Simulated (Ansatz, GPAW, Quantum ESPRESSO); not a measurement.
# NaI: 3 runs at one level of theory

```
CELL_PARAMETERS angstrom
0.00000 3.23640 3.23640
3.23640 0.00000 3.23640
3.23640 3.23640 0.00000
ATOMIC_POSITIONS crystal
I 0.50000 0.50000 0.50000
Na 0.00000 0.00000 0.00000
```

Alike in all runs: task equation of state; functional PBEsol; k mesh 7 × 7 × 7; occupations fermi-dirac, width 0.05 eV; no spin polarisation; no spin-orbit coupling.

```tsv
program and potentials	plane-wave cutoff (eV)	notes	equilibrium volume (Å³/atom)	bulk modulus (GPa)
GPAW, PAW data sets generated for this functional	800	-	32.86	17.1
Ansatz, all-electron LAPW, scalar-relativistic	-	-	32.83	17.1
Quantum ESPRESSO, PseudoDojo 0.4.1 SR PBEsol standard	1197	-	32.81	17.2
```

The equilibrium volume spans 32.81 (Quantum ESPRESSO, PseudoDojo 0.4.1 SR PBEsol standard) to 32.86 Å³/atom (GPAW, PAW data sets generated for this functional), with all-electron results at 32.83. The bulk modulus spans 17.1 (GPAW, PAW data sets generated for this functional) to 17.2 GPa (Quantum ESPRESSO, PseudoDojo 0.4.1 SR PBEsol standard), with all-electron results at 17.1.

The functional is the same throughout but for its coding, so the spread measures potentials, basis and numerics; runs on potential files found faulty are left out.
